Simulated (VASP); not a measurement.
Runs of VASP 6.6.1 on In. The structure is tetragonal, space group I4/mmm (No. 139). The conventional cell has a = 3.389 Å, b = 3.389 Å, c = 4.595 Å, α = 90.00°, β = 90.00°, γ = 90.00°. In (site symmetry 4/mmm) has 12 In at 3.32 to 3.39 Å as nearest neighbours. 

```csv
task,level,cell,cutoff (eV),gap on the mesh (eV),pressure (GPa),relaxed volume (Å³/atom)
relaxation of cell and atoms,PBEsol,relaxed,480,none,0.0,(a)
relaxation of cell and atoms,PBEsol,relaxed,300,none,0.0,25.27
relaxation of cell and atoms,RPBE,relaxed,600,none,0.0,28.75
relaxation of cell and atoms,PBE+D3(BJ),relaxed,600,none,0.0,(b)
single point,PBEsol,as given,520,none,-1.4,-
```

Alike in all rows: potentials or basis VASP PAW PBE potentials, release 64 (In_d); no spin polarisation; k mesh 18 × 18 × 18; smearing gaussian 0.1 eV.

Q: Estimate the missing entries.

A: (a) 25.58; (b) 26.10.

Caveats: the PAW data sets were made with another functional, which shifts forces and pressure a little (some runs); pairwise dispersion overbinds metals, which lowers pressure and volume (some runs).

A k mesh can miss the band edges, and the runs leave out spin-orbit coupling on In.

A gap of «none» marks a metal or a gap under the smearing width.
